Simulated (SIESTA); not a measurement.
# Cd under changes of volume

One of the cells (21.606 Å³/atom); the others are scaled copies at fixed shape and fractional positions:

```
Cd
1.0
     3.09307    0.00000    0.00000
    -1.54653    2.67868    0.00000
     0.00000    0.00000   10.43074
Cd
4
Cartesian
  1.5465 0.8929 7.8231
  0.0000 0.0000 5.2154
  0.0000 1.7858 2.6077
  0.0000 0.0000 0.0000
```

- Program: SIESTA 5.4.2
- Functional: LDA
- Potentials or basis: PseudoDojo 0.4 standard (LDA files)
- Basis: DZP (energy shift 0.003 Ry; two zetas on semicore shells)
- Grid cutoff: 800 Ry
- Energy shift: 0.003 Ry
- k mesh: 10 × 10 × 3
- Occupations: fermi-dirac, width 0.05 eV
- Spin: no spin polarisation

```tsv
volume (Å³/atom)	energy over the lowest point (meV/atom)	pressure (GPa)
20.309	0.00	-1.8
20.741	?	?
21.173	15.79	-4.0
21.606	27.99	-5.0
22.038	42.55	-5.8
22.470	59.17	-6.5
22.902	77.68	-7.2
```

Task: What does the run at 20.741 Å³/atom give?

Result: Energy over the lowest point 6.36 meV/atom; pressure -2.9 GPa.

Worked out: A Birch-Murnaghan fit of order 3 (a polynomial in V^(-2/3)) to the other rows has its minimum at 19.78 Å³/atom, just outside them, with B0 = V·E''(V) = 70 GPa and B' = 4.8 at fixed shape and positions, which overstates the stiffness. It gives 6.35 meV/atom at 20.741 Å³/atom, against the run's 6.36, and -dE/dV = -3.0 GPa, against -2.9.

Energies are extrapolated to zero smearing.

Caveats: the basis of atomic orbitals isn't converged, which shifts pressures, moduli and gaps.
